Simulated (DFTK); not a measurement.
Crystal: Fe.

```
CELL_PARAMETERS angstrom
-1.44300 1.44300 1.44300
1.44300 -1.44300 1.44300
1.44300 1.44300 -1.44300
ATOMIC_POSITIONS crystal
Fe 0.00000 0.00000 0.00000
```

Base run:

* Program: DFTK 0.8.2
* Functional: PBEsol
* Potentials or basis: SPMS 1.0 (PBE)
* Cutoff: 1225 eV
* k mesh: 13 × 13 × 13
* Occupations: fermi-dirac, width 0.05 eV
* Spin: collinear spin, ferromagnetic start
* Starting moments: [3.0] μB

Its results: band gap on the k mesh none (metal or under the smearing width); pressure -17.7 GPa; net moment 2.30 μB per cell; site moments Fe +2.30 μB.

Problem. After a change of settings the same cell gave: band gap on the k mesh none (metal or under the smearing width); pressure -15.6 GPa; net moment 2.38 μB per cell; site moments Fe +2.38 μB. Which change was it?
A. potentials or basis from SPMS 1.0 (PBE) to SG15 1.2 (PBE); k mesh from 13 × 13 × 13 to 12 × 12 × 12
B. potentials or basis from SPMS 1.0 (PBE) to dojo.nc.sr.pbesol.v0_4_1.standard.upf (PBEsol)
C. functional from PBEsol to PBE; potentials or basis from SPMS 1.0 (PBE) to dojo.nc.sr.pbe.v0_4_1.standard.upf (PBE)

Solution. B.

Caveats: so large a pressure means that the cell lies far from this level's equilibrium, or that cutoff or potentials fall short; the potentials were made for another functional, which shifts forces and pressure (some runs).

Not every run made on this cell is shown here.
